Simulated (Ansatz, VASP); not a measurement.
# Sn5H2: VASP beside Ansatz

```
Sn H
1.0
     9.25116    0.00000    0.00000
     0.00000    4.62558    0.00000
     0.00000    0.00000   20.40769
Sn H
10 4
Direct
  0.50000 0.00000 0.24580
  0.00000 0.00000 0.24580
  0.75000 0.00000 0.32593
  0.25000 0.00000 0.32593
  0.75059 0.50000 0.41173
  0.25308 0.50000 0.40498
  0.01163 0.50000 0.49731
  0.49140 0.50000 0.49106
  0.15807 0.00000 0.55154
  0.46555 0.00000 0.57589
  0.50921 0.30353 0.19621
  0.50921 0.69647 0.19621
  0.99079 0.69647 0.19621
  0.99079 0.30353 0.19621
```

Alike in both runs: functional PBEsol; k mesh 3 × 6 × 1; occupations gaussian, width 0.05 eV; no spin polarisation.

Ansatz relaxed the structure, and its values are those at the end. VASP's run is a single point on that final structure, the one shown.

|  | VASP | Ansatz |
| --- | --- | --- |
| version | VASP 6.6.1 | Ansatz 0.2.0 |
| potentials or method | VASP PAW PBE potentials, release 64 (Sn_d, H) | scalar-relativistic, plane waves, PAW |
| plane-wave cutoff (eV) | 520 | 420 |
| valence electrons in the cell | 144 | 144 |

```csv
,VASP,Ansatz,Ansatz less VASP
gap on the k mesh at the Fermi level (eV),0.19,0.19,+0.001
least direct gap on the mesh (eV),0.25,0.25,+0.001
rms of the force components (eV/Å),0.162,0.163,+0.0007
```

Caveats: the PAW data sets were made with another functional, which shifts forces and pressure a little (VASP); spin-orbit coupling is left out, which moves the levels of the heavy elements.
